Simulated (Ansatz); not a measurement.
# BiTe (111): surface energy and levels, part 2 of 2

Aim: for BiTe, find the bulk's equilibrium cell, then cut the (111) surface, relax it and get its surface energy and levels.

Ansatz 0.2.0; DFT PBE, scalar-relativistic, plane waves, PAW. Earlier steps stand in the parts before.

### Step 7. All atoms of the slab relaxed

Input file input.yaml:

```yaml
crystal:
  lattice:
    - [4.5978826434, 0.0, 0.0]
    - [-2.2989413217, 3.9818831728, 0.0]
    - [0.0, 0.0, 26.2624663736]
  atoms:
    - { symbol: Bi, position: [0.3333333333, 0.6666666667, 0.2855786617] }
    - { symbol: Te, position: [0.6666666667, 0.3333333333, 0.3570524411] }
    - { symbol: Bi, position: [0.0, 0.0, 0.4285262206] }
    - { symbol: Te, position: [0.3333333333, 0.6666666667, 0.5] }
    - { symbol: Bi, position: [0.6666666667, 0.3333333333, 0.5714737794] }
    - { symbol: Te, position: [0.0, 0.0, 0.6429475589] }
    - { symbol: Bi, position: [0.3333333333, 0.6666666667, 0.7144213383] }
basis:
  ecutwfc: 420
kpoints:
  mp_grid: { grid: [9, 9, 1] }
hamiltonian:
  xc: pbe
scf:
  occupations: { method: gaussian, width: 0.1 }
output:
  forces: true
  eigenvalues: true
  write_density: true
  write_potential: true
  elf: true
  volumetric_format: npy
relax:
  adjacent_minimum: "off"
  f_tol: 0.02
  max_steps: 60
efield:
  axis: 3
  dipole_correction: true
  ramp_width: 0.04
```

Launch:

```sh
ansatz run input.yaml --threads 2 --pin off --max-ram 5120MiB --backend cpu --events-out ev --progress --plain --runs-dir out
```

What it wrote:

```text
Warning: RAYON_NUM_THREADS=2 ignored (pool sized by the plan → 2); use --threads N
Engine: ansatz 0.2.0, aarch64-unknown-linux-gnu
Pseudopotentials: kind: paw
Pseudopotential: Bi, paw, valence charge 15, recommended cutoff 420 eV (normal), Bi.paw.azcp
Pseudopotential: Te, paw, valence charge 16, recommended cutoff 420 eV (normal), Te.paw.azcp
Functional definition: PBE
  parameter kappa = 0.804
  parameter beta = 0.06672455060314922
  exchange = pbe_x(kappa = kappa, mu = beta*pi^2/3)
  correlation = pbe_c(beta = beta)
Crystal: 7 atoms, lattice volume = 480.819 Å³
Basis set: ecut = 420 eV, 9465 PW (Γ), exchange–correlation on 64×64×360 points (8 copies of the dense FFT grid, shifted against one another)
Bands: 65, of which v1, the nominal top of the filled ones, is band 54 counted from 1 (53 counted from 0)
Symmetry: 6 space group operations
k-points: 12 of 81 (time reversal used)
Non-local potential: Bi, projectors of the file, l = 0: 2, l = 1: 2, l = 2: 2, l = 3: 2
Non-local potential: Te, projectors of the file, l = 0: 2, l = 1: 2, l = 2: 2, l = 3: 2
PAW form: soft (Blöchl's): semilocal exchange-correlation on the pseudo side does not see the compensation charge
PAW one-centre angular grid: Bi, 590 points (default); XC on 64 Gauss nodes
PAW one-centre angular grid: Te, 590 points (default); XC on 64 Gauss nodes
Initial density: superposition of atomic densities (neutral atoms: chi_scale 0, normalization atom), corrected by the library's trained network
Initial wavefunctions: pseudopotential atomic-orbital guess
Functional: x = pbe(κ = 0.804, μ = 0.2195149727645171), c = pbe(β = 0.06672455060314922)
SCF iter   1: F=—  HF=-70524.670242 eV  |F-HF|=—  |Δ(HF+E_count)|=         —  Δρ=3.03e-3  dr2=5.81e-1  ethr=1.77e-3  p=0.000 e·Å  D=1.31e-13 V/Å  ΔV_dip=-0.00 eV  dr2_dipole=7.16e-8  V_vac-E_F(+/−)=4.11/4.11 eV  ⟨swp⟩=9.4  Hψ=3521  notcnv=0
efield: sawtooth ramp at fractional position 0.9800 (placed from the atoms, in the widest stretch of the axis that holds none; the zero of the levels goes with the place), width 0.0400; the density the first Hamiltonian is built on has a dipole p = 0.000 e·Å; the dipole correction subtracts the counter field D = 1.31e-13 V/Å, which shifts the + side's vacuum level by -0.00 eV against the − side's; the planar-averaged density in the ramp window peaks in size at 1.1e-5 e/Å³
preconditioner: auto → LDOS  [insulator: Δε(μ)=0.105 eV  Ē_g=7.722 eV  σ=0.100 eV  W_gap=0.54  n_scr=82 (ndim 8)  ℏωp=10.4 eV  f_vac=0.444  D(μ)=5.61/eV (n_scr^D=12)  ε∞_Penn≈2.8  β→1.0]
SCF iter   2: F=—  HF=-70524.635986 eV  |F-HF|=—  |Δ(HF+E_count)|=   3.43e-2  Δρ=8.35e-4  dr2=6.05e-3  ethr=5.38e-4  p=-0.000 e·Å  D=-1.76e-5 V/Å  ΔV_dip=0.00 eV  dr2_dipole=3.60e-7  V_vac-E_F(+/−)=4.09/4.09 eV  ⟨swp⟩=2.0  Hψ=923  notcnv=0  defer=18
SCF iter   3: F=—  HF=-70524.637423 eV  |F-HF|=—  |Δ(HF+E_count)|=   1.44e-3  Δρ=5.61e-4  dr2=3.92e-3  ethr=5.60e-6  p=0.000 e·Å  D=4.27e-7 V/Å  ΔV_dip=-0.00 eV  dr2_dipole=7.63e-8  V_vac-E_F(+/−)=4.11/4.11 eV  ⟨swp⟩=2.5  Hψ=1419  notcnv=0  defer=18
SCF iter   4: F=—  HF=-70524.636780 eV  |F-HF|=—  |Δ(HF+E_count)|=   6.42e-4  Δρ=1.25e-4  dr2=1.31e-4  ethr=3.63e-6  p=-0.000 e·Å  D=-8.72e-7 V/Å  ΔV_dip=0.00 eV  dr2_dipole=1.00e-8  V_vac-E_F(+/−)=4.11/4.11 eV  ⟨swp⟩=2.0  Hψ=1388  notcnv=0  defer=18
SCF iter   5: F=—  HF=-70524.636762 eV  |F-HF|=—  |Δ(HF+E_count)|=   1.84e-5  Δρ=4.34e-5  dr2=1.53e-5  ethr=1.21e-7  p=-0.000 e·Å  D=-7.85e-7 V/Å  ΔV_dip=0.00 eV  dr2_dipole=1.74e-10  V_vac-E_F(+/−)=4.12/4.12 eV  ⟨swp⟩=2.0  Hψ=1414  notcnv=0  defer=18
SCF iter   6: F=-70524.636760 eV  HF=-70524.636761 eV  |F-HF|=7.85e-7  |Δ(HF+E_count)|=   1.28e-6  Δρ=1.21e-5  dr2=1.85e-6  ethr=9.26e-9  p=-0.000 e·Å  D=-4.16e-7 V/Å  ΔV_dip=0.00 eV  dr2_dipole=3.03e-12  V_vac-E_F(+/−)=4.12/4.12 eV  ⟨swp⟩=20.0  Hψ=8304  notcnv=0
SCF 1 converged in 6 iterations: F = -70524.636760 eV  dr2 = 1.85e-6
relax step   1: F+E_penalty+E_count = -70524.63675998 eV  Δ(F+E_penalty+E_count) = +0.000e0 eV  max|allowed force component| = 6.157e-1 eV/Å  Δτ_max = 0.0000 Å  (6 SCF iters, dr2 threshold 1.00e-5 eV, accepted)
[... 11 lines left out ...]
relax step   2: F+E_penalty+E_count = -70524.75942700 eV  Δ(F+E_penalty+E_count) = -1.227e-1 eV  max|allowed force component| = 1.891e-1 eV/Å  Δτ_max = 0.0810 Å  (5 SCF iters, dr2 threshold 2.37e-5 eV, accepted)
[... 9 lines left out ...]
relax step   3: F+E_penalty+E_count = -70524.76804115 eV  Δ(F+E_penalty+E_count) = -8.614e-3 eV  max|allowed force component| = 5.638e-2 eV/Å  Δτ_max = 0.0388 Å  (6 SCF iters, dr2 threshold 2.23e-6 eV, accepted)
[... 9 lines left out ...]
relax step   4: F+E_penalty+E_count = -70524.76913479 eV  Δ(F+E_penalty+E_count) = -1.094e-3 eV  max|allowed force component| = 6.265e-3 eV/Å  Δτ_max = 0.0286 Å  (6 SCF iters, accepted)
WARN: The output density's exchange-correlation potential varies sharply where the density is thin. Do not read a vacuum level from v_tot or v_xc, or from such a field of the output density. On a cell that repeats whose density bears no net charge and no dipole along the vacuum's axis use v_es (v_loc + v_h of the components); under efield.dipole_correction with no amplitude use v_es + v_field, which holds any external_charges[].barrier, or the levels of the report's work_function block, which leave it out; under a non-zero efield.amplitude the vacuum is tilted and has no level; on a cell that repeats and bears such a dipole with no correction it is tilted too, and efield.dipole_correction with no amplitude gives each side of its ramp a level where efield: is served; in a cell that repeats whose density bears a net charge (total_charge, or a fill off its count) it is curved and has none; of a slab under crystal.periodic whose density bears no net charge use v_es, which has a level on each side, short of where the two are joined; of another it falls or rises all the way out and has none; of a slab beside external_charges read slab_vacuum_level instead, which it has where they leave it neutral. The grid or the basis barely resolves most such structure, and the values can differ between equally converged runs; as a rule a tighter scf.convergence.dr2_threshold does not remove it. Where the density itself ripples (under the LDA too) a higher basis.ecutwfc lessens it. The files hold the spikes' plane waves up to the density's cutoff. Files: v_tot_of_output_density and the like, and their columns of v_z.tsv (output.write_potential); v_xc_of_output_density and the like, and their columns of v_comp_z.tsv (output.write_potential_components). Measured: with its Gaussian average of σ = 0.25 Å subtracted twice, the exchange-correlation potential is over 0.1 eV at 1443 of the grid points where the equally averaged density (valence and model cores) is under 1e-3 e/Å³, and 0.669 eV at the most among them, at an averaged density of 6.1e-8 e/Å³. The input density's (outcome.potential() and, of a run that writes arrays, v_tot and v_xc) is over 0.1 eV, so measured, at 16 points of its own thin density, 0.317 eV at the most. See output.write_potential in the manual, Limitations
SCF converged after 6 iterations
Free energy (F): -70524.769135 eV
Harris-Foulkes:  -70524.769135 eV  (|F-HF|=9.60e-9)
Internal energy: -70524.740670 eV  (E = F + TS)
E sigma→0 (E₀):  -70524.754902 eV
Entropy (-TS):   -0.028465 eV (-4.066 meV/atom)
Fermi energy:    2.780588 eV
Dipole field:    D = -0.000001 V/Å  (p = -0.000003 e·Å, saw-weighted, corrected)
Work function:   Φ+ = 4.0860 eV   Φ− = 4.0860 eV
Levels:          The Fermi level and band energies are counted from a zero that moves with the ramp; work functions are not
--- Per-component energies (eV) ---
  E_band       = -1950.079294
  E_kinetic    = 1743.322275
  E_local      = -74279.995152  (includes V_loc(G=0)·N_el)
  E_nonlocal   = 1307.273813
  E_hartree    = 36222.417884
  E_xc         = -973.721663
  E_vxc        = -883.277954  (∫ρ·V_xc dr)
  E_paw        = -56638.110915  (= ΣΔE_a)
  E_vpaw       = -2282.224848  (= ΣTr[D̂ρ^β])
  E_aug_tail   = -0.002274  (compensation charges beyond the density's cutoff)
  E_efield     = 0.000000  (sawtooth field / dipole correction)
  E_vefield    = 0.000000  (∫n·V_field dr)
  E_ewald      = 22094.075362
  E_smearing   = -0.028465  (= −TS)
  E_closure    = -0.000000  (closes the sum)
  Σ components = -70524.769135   (vs F -70524.769135, Δ=0.00e0)
--- Forces (eV/Å), atoms counted from 1 ---
  atom   1  Bi     0.00000000     0.00000000     0.00626470
  atom   2  Te     0.00000000    -0.00000000     0.00026154
  atom   3  Bi     0.00000000     0.00000000     0.00199701
  atom   4  Te     0.00000000    -0.00000000     0.00000231
  atom   5  Bi     0.00000000    -0.00000000    -0.00200292
  atom   6  Te     0.00000000     0.00000000    -0.00026057
  atom   7  Bi     0.00000000    -0.00000000    -0.00626226
  max |Σ_I F_I| component: 2.04e-7 eV/Å
--- Band table (eV; the first three rows and the last of 12) ---
  k-point 0: bands = ["-34.6989", "-34.6989", "-34.6989", "-34.6989", "-34.6872", "-34.6872", "-34.6872", "-34.6872", "-34.6837", "-34.6837", "-34.5082", "-34.5082", "-34.5051", "-34.5048", "-34.5048", "-20.2660", "-20.2660", "-20.2660", "-20.2660", "-20.2245", "-20.2245", "-20.2245", "-20.2245", "-20.2111", "-20.2111", "-19.9552", "-19.9552", "-19.9519", "-19.9519", "-19.9452", "-19.9452", "-19.9415", "-19.9409", "-19.9409", "-19.9408", "-10.3798", "-10.1217", "-9.5820", "-8.0626", "-7.0758", "-6.2600", "-5.5216", "0.3688", "0.3688", "0.4269", "0.4269", "0.4653", "0.6775", "0.6775", "0.7346", "1.2518", "1.9574", "2.1360", "2.5597", "2.5597", "3.1933", "3.1933", "3.2077", "3.9930", "3.9930", "4.3692", "4.8301", "4.8301", "6.2727", "6.4589"]
[... 3 lines left out ...]
--- Relaxed structure (4 steps of the walk, 4 accepted, 0 SCFs on fresh bases) ---
  F+E_penalty+E_count = -70524.76913479 eV   max|allowed force component| = 6.265e-3 eV/Å
  atoms:
    - { symbol: Bi, position: [0.33333333333333326, 0.6666666666666665, 0.2887202880139332] }
    - { symbol: Te, position: [0.6666666666666669, 0.3333333333333332, 0.35238791129442426] }
    - { symbol: Bi, position: [1.093916753745127e-18, -9.629485417792463e-17, 0.4300201395919952] }
    - { symbol: Te, position: [0.33333333333333326, 0.6666666666666665, 0.4999999995951303] }
    - { symbol: Bi, position: [0.6666666666666669, 0.3333333333333332, 0.5699799250584819] }
    - { symbol: Te, position: [3.415561772388677e-18, -9.629485417792463e-17, 0.6476120569823592] }
    - { symbol: Bi, position: [0.33333333333333326, 0.6666666666666665, 0.7112796794636751] }
```

It took 81 s on 2 threads of Arm Neoverse V2, shared host; peak memory 0.84 GiB.

The steps of the relaxation:

```csv
step,energy from step 1 (eV/cell),largest force component (eV/Å)
1,0.0000,0.6158
2,-0.1227,0.1891
3,-0.1313,0.0564
4,-0.1324,0.0063
```

Step 1 is the start.

Read from this run: work function 4.09 eV.

Plane-averaged electrostatic potential energy of an electron across the slab, counted from the Fermi level:

z (Å), V (eV) and a bar:
```
     1.75       4.09 ##############################
     2.33       4.09 ##############################
     2.63       4.09 ##############################
     3.21       4.08 ##############################
     3.50       4.08 ##############################
     4.09       4.08 ##############################
     4.67       4.05 ##############################
     4.96       4.02 ##############################
     5.54       3.83 #############################
     5.84       3.58 #############################
     6.42       2.10 #########################
     7.00      -3.77 ############
     7.30      -7.92 ###
     7.88      -8.37 ##
     8.17      -5.28 #########
     8.75      -2.26 ################
     9.05       0.07 #####################
     9.63      -0.59 ###################
    10.21      -0.78 ###################
    10.50      -1.58 #################
    11.09      -8.50 #
    11.38      -9.16 
    11.96      -3.38 #############
    12.55      -1.89 ################
    12.84      -0.15 ####################
    13.42      -0.15 ####################
    13.71      -1.89 ################
    14.30      -3.38 #############
    14.88      -9.16 
    15.17      -8.50 #
    15.76      -1.58 #################
    16.05      -0.78 ###################
    16.63      -0.59 ###################
    17.22       0.07 #####################
    17.51      -2.26 ################
    18.09      -5.28 #########
    18.38      -8.37 ##
    18.97      -7.92 ###
    19.26      -3.77 ############
    19.84       2.10 #########################
    20.43       3.58 #############################
    20.72       3.83 #############################
    21.30       4.02 ##############################
    21.59       4.05 ##############################
    22.18       4.08 ##############################
    22.76       4.08 ##############################
    23.05       4.08 ##############################
    23.64       4.09 ##############################
    23.93       4.09 ##############################
    24.51       4.09 ##############################
```

Density in a lattice plane of the grid's cell (edges 4.60 and 26.26 Å, at 0.667 of the third edge), which holds Bi and Te.

Ten even steps from ' ' (0.00 e/Å³) to '@' (16.40 e/Å³):
```
            
            
            
            
            
    --      
            
            
            
    @@..    
            
            
            
    --      
            
            
            
            
            
            
```
Columns run along the first of these edges and rows up along the second, over one cell in 6 and 20 even steps from the bottom left corner. Atoms in the plane (fractional): Bi at (0.33, 0.29), Te at (0.33, 0.50), Bi at (0.33, 0.71).

ELF in the same plane.

Ten even steps from ' ' (0.00) to '@' (0.56):
```
            
            
            
..++**++..  
**@@%%@@**..
++##..##++--
##==++==##@@
==..  ..==**
++%%@@%%++**
####  ####..
++%%@@%%++**
==..  ..==**
##==++==##@@
++##..##++--
**@@%%@@**..
..++**++..  
            
            
            
            
```
Columns run along the first of these edges and rows up along the second, over one cell in 6 and 20 even steps from the bottom left corner. Atoms in the plane (fractional): Bi at (0.33, 0.29), Te at (0.33, 0.50), Bi at (0.33, 0.71).

Both are smooth fields of the valence electrons: close to the nuclei they are not physical.

Maxima of ELF outside the ion cores: 0.64 beside Bi, off the lines to its neighbours, 1.6 Å from Bi; 0.64 beside Te, off the lines to its neighbours, 1.3 Å from Te; 0.63 on the Te–Bi line, 1.3 Å from Te.

### Step 8. Surface energy and levels of (111)

|  | as cut | relaxed |
| --- | --- | --- |
| work function | 4.12 eV | 4.09 eV |
| dipole along +c (e·Å/cell) | 0.000 | 0.000 |

Spacings of the planes, from the bottom up:

| plane | atoms | spacing to the next, as cut (Å) | relaxed (Å) | change (%) | rumpling (Å) |
| --- | --- | --- | --- | --- | --- |
| 1 | Bi | 1.877 | 1.672 | -10.9 | 0.000 |
| 2 | Te | 1.877 | 2.039 | +8.6 | 0.000 |
| 3 | Bi | 1.877 | 1.838 | -2.1 | 0.000 |
| 4 | Te | 1.877 | 1.838 | -2.1 | 0.000 |
| 5 | Bi | 1.877 | 2.039 | +8.6 | 0.000 |
| 6 | Te | 1.877 | 1.672 | -10.9 | 0.000 |
| 7 | Bi |  |  |  | 0.000 |

### Step 9. Outcome

The summary covers parts 1 to 2. Changes of volume or cell count from the first structure of part 1.

```
                                                                     quantity                                                                      value
                                            bulk: relaxed cell (conventional)  a = 6.502 Å, b = 6.502 Å, c = 6.502 Å, α = 90.00°, β = 90.00°, γ = 90.00°
                                                   bulk: space group (0.01 Å)                                                            Fm-3m (No. 225)
                                                                 bulk: volume                                                              34.37 Å³/atom
bulk: formation energy (elements from runs with the same settings, not shown)                                                              -0.07 eV/atom
                                               slab (111), cut with Bi on top                                                         not stoichiometric
                                     work function, (111), cut with Bi on top                                                                    4.09 eV
```

The bulk cell grew by 1.5 % in volume on relaxing. On (111) the top spacing contracts by 10.9 %, and relaxation gains 0.060 J/m² a face. The slab's composition (Bi4Te3) differs from the bulk's, so its surface energy depends on the chemical potentials and is not given. Spin-orbit coupling is left out for Bi, Te.
